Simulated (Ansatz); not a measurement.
**BN: a sublattice displacement scan**

Aim: for BN, map the energy as every N atom is pushed off its site.

Method: DFT PBE, scalar-relativistic, plane waves, PAW, in Ansatz 0.2.0.

1 further run of the same task is left out (set aside as unsound or not needed). Runs told in other sessions of the task aren't counted.

**1. The system as given**

Symmetry: P6_3mc, No. 186, hexagonal system. The conventional cell has a = 2.555 Å, b = 2.555 Å, c = 4.225 Å, α = 90.00°, β = 90.00°, γ = 120.00°. Around B (site symmetry 3m) lie 4 N at 1.57 to 1.58 Å. N (site symmetry 3m) is surrounded by 4 B at 1.57 to 1.58 Å.

Coordinates:

```xyz
4
Lattice="2.5546 0.0000 0.0000 -1.2773 2.2123 0.0000 0.0000 0.0000 4.2245" Properties=species:S:1:pos:R:3 pbc="T T T"
B     1.2773    0.7374    4.2237
B     0.0000    1.4749    2.1114
N     1.2773    0.7374    2.6411
N     0.0000    1.4749    0.5289
```

It goes back to an entry of the Materials Project, which need not be the stable form.

This cell was relaxed beforehand with the same method: volume 5.97 Å³/atom, gap on the mesh 5.23 eV.

**2. Zero of energy**

The reference gives a free energy of -1084.4829 eV, pressure -0.01 GPa, largest force 0.001 eV/Å and gap on the mesh 5.23 eV. It was computed beforehand with the settings of the runs below.

**3. The scan: a sublattice displacement scan**

Every N atom is moved by x along the Cartesian unit vector (0.000, -0.941, -0.338); the cell and all other atoms stay fixed. Forces below are components along that vector, summed over the moved atoms.

**4. At x = -0.300 Å**

input.yaml reads:

```yaml
crystal:
  lattice:
    - [2.5545800962, 0.0, 0.0]
    - [-1.2772900481, 2.2123312593, 0.0]
    - [0.0, 0.0, 4.2245145363]
  atoms:
    - { symbol: B, position: [0.6666666667, 0.3333333333, 0.9998058548] }
    - { symbol: B, position: [0.3333333333, 0.6666666667, 0.4998058548] }
    - { symbol: "N", position: [0.7304777934, 0.4609555868, 0.6491976495] }
    - { symbol: "N", position: [0.3971444601, 0.7942889201, 0.1491976495] }
basis:
  ecutwfc: 420
kpoints:
  mp_grid: { grid: [12, 12, 6] }
hamiltonian:
  xc: pbe
scf:
  occupations: { method: gaussian, width: 0.05 }
output:
  forces: true
  stress: true
  eigenvalues: true
```

The run is started by

```bash
> ansatz run input.yaml --threads 1 --pin off --max-ram 2560MiB --backend cpu --events-out ev --progress --plain --runs-dir out
```

**5. Point x = 0.225 Å**

Edit input.yaml of step 4 so:

```diff
@@ -8,4 +8,4 @@
     - { symbol: B, position: [0.3333333333, 0.6666666667, 0.4998058548] }
-    - { symbol: "N", position: [0.7304777934, 0.4609555868, 0.6491976495] }
-    - { symbol: "N", position: [0.3971444601, 0.7942889201, 0.1491976495] }
+    - { symbol: "N", position: [0.6188083216, 0.2376166433, 0.607191517] }
+    - { symbol: "N", position: [0.2854749883, 0.5709499766, 0.107191517] }
 basis:
```

**6. At x = -0.150 Å**

Edit input.yaml of step 5 so:

```diff
@@ -8,4 +8,4 @@
     - { symbol: B, position: [0.3333333333, 0.6666666667, 0.4998058548] }
-    - { symbol: "N", position: [0.6188083216, 0.2376166433, 0.607191517] }
-    - { symbol: "N", position: [0.2854749883, 0.5709499766, 0.107191517] }
+    - { symbol: "N", position: [0.69857223, 0.3971444601, 0.6371958973] }
+    - { symbol: "N", position: [0.3652388967, 0.7304777934, 0.1371958973] }
 basis:
```

**7. Point x = 0.075 Å**

Edit input.yaml of step 6 so:

```diff
@@ -8,4 +8,4 @@
     - { symbol: B, position: [0.3333333333, 0.6666666667, 0.4998058548] }
-    - { symbol: "N", position: [0.69857223, 0.3971444601, 0.6371958973] }
-    - { symbol: "N", position: [0.3652388967, 0.7304777934, 0.1371958973] }
+    - { symbol: "N", position: [0.650713885, 0.30142777, 0.6191932691] }
+    - { symbol: "N", position: [0.3173805517, 0.6347611033, 0.1191932691] }
 basis:
```

**8. x = 0.300 Å**

Edit input.yaml of step 7 so:

```diff
@@ -8,4 +8,4 @@
     - { symbol: B, position: [0.3333333333, 0.6666666667, 0.4998058548] }
-    - { symbol: "N", position: [0.650713885, 0.30142777, 0.6191932691] }
-    - { symbol: "N", position: [0.3173805517, 0.6347611033, 0.1191932691] }
+    - { symbol: "N", position: [0.6028555399, 0.2057110799, 0.6011906409] }
+    - { symbol: "N", position: [0.2695222066, 0.5390444132, 0.1011906409] }
 basis:
```

**9. Point x = -0.225 Å**

Edit input.yaml of step 8 so:

```diff
@@ -8,4 +8,4 @@
     - { symbol: B, position: [0.3333333333, 0.6666666667, 0.4998058548] }
-    - { symbol: "N", position: [0.6028555399, 0.2057110799, 0.6011906409] }
-    - { symbol: "N", position: [0.2695222066, 0.5390444132, 0.1011906409] }
+    - { symbol: "N", position: [0.7145250117, 0.4290500234, 0.6431967734] }
+    - { symbol: "N", position: [0.3811916784, 0.7623833567, 0.1431967734] }
 basis:
```

**10. Point x = 0.150 Å**

Edit input.yaml of step 9 so:

```diff
@@ -8,4 +8,4 @@
     - { symbol: B, position: [0.3333333333, 0.6666666667, 0.4998058548] }
-    - { symbol: "N", position: [0.7145250117, 0.4290500234, 0.6431967734] }
-    - { symbol: "N", position: [0.3811916784, 0.7623833567, 0.1431967734] }
+    - { symbol: "N", position: [0.6347611033, 0.2695222066, 0.6131923931] }
+    - { symbol: "N", position: [0.30142777, 0.6028555399, 0.1131923931] }
 basis:
```

**11. x = -0.075 Å**

Edit input.yaml of step 10 so:

```diff
@@ -8,4 +8,4 @@
     - { symbol: B, position: [0.3333333333, 0.6666666667, 0.4998058548] }
-    - { symbol: "N", position: [0.6347611033, 0.2695222066, 0.6131923931] }
-    - { symbol: "N", position: [0.30142777, 0.6028555399, 0.1131923931] }
+    - { symbol: "N", position: [0.6826194483, 0.3652388967, 0.6311950213] }
+    - { symbol: "N", position: [0.349286115, 0.69857223, 0.1311950213] }
 basis:
```

**12. At x = 0.263 Å**

Edit input.yaml of step 11 so:

```diff
@@ -8,4 +8,4 @@
     - { symbol: B, position: [0.3333333333, 0.6666666667, 0.4998058548] }
-    - { symbol: "N", position: [0.6826194483, 0.3652388967, 0.6311950213] }
-    - { symbol: "N", position: [0.349286115, 0.69857223, 0.1311950213] }
+    - { symbol: "N", position: [0.6108319308, 0.2216638616, 0.604191079] }
+    - { symbol: "N", position: [0.2774985975, 0.5549971949, 0.104191079] }
 basis:
```

(Steps that only read results are left out.)

Before running it: what results should come out?

As calculated:

```
                             quantity                                       value
force constant along x, over ±0.075 Å  48.00 eV/Å² for the 2 moved atoms together
```

Near the site the force constant is 48.00 eV/Å² for the 2 atoms together, 24.00 on average. The undisturbed cell stays the lowest of the sampled points. The well is lopsided: x = 0.300 Å costs 2524 meV against 1730 meV on the other side, and the dearer side brings atoms closer together. The gap on the mesh stays between 2.57 and 5.23 eV.
